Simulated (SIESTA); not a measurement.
Crystal: P.

```
CELL_PARAMETERS angstrom
1.64774 -5.46504 0.00000
1.64774 5.46504 0.00000
0.00000 0.00000 4.54364
ATOMIC_POSITIONS crystal
P 0.90414 0.09586 0.58882
P 0.09586 0.90414 0.41118
P 0.59586 0.40414 0.08882
P 0.40414 0.59586 0.91118
```

Base run:

- Program: SIESTA 5.4.2
- Functional: PBEsol
- Potentials or basis: PseudoDojo 0.4 standard (PBEsol files)
- Basis: SZP (energy shift 0.003 Ry)
- Grid cutoff: 500 Ry
- Energy shift: 0.003 Ry
- k mesh: 8 × 8 × 6
- Occupations: fermi-dirac, width 0.05 eV
- Spin: no spin polarisation

Its results: band gap on the k mesh 0.08 eV, direct; pressure 5.5 GPa; largest force 1.712 eV/Å.

**Question.** The run is repeated on the same cell with these changes: basis from SZP (energy shift 0.003 Ry) to TZP (energy shift 0.003 Ry). What comes out?

**Answer.** Band gap on the k mesh 0.03 eV, direct; pressure 0.8 GPa; largest force 0.545 eV/Å.

Caveats: the basis of atomic orbitals isn't converged, which shifts pressures, moduli and gaps; forces of over 1 eV/Å show positions far from the minimum, so gaps and moduli don't describe the material at rest (some runs).
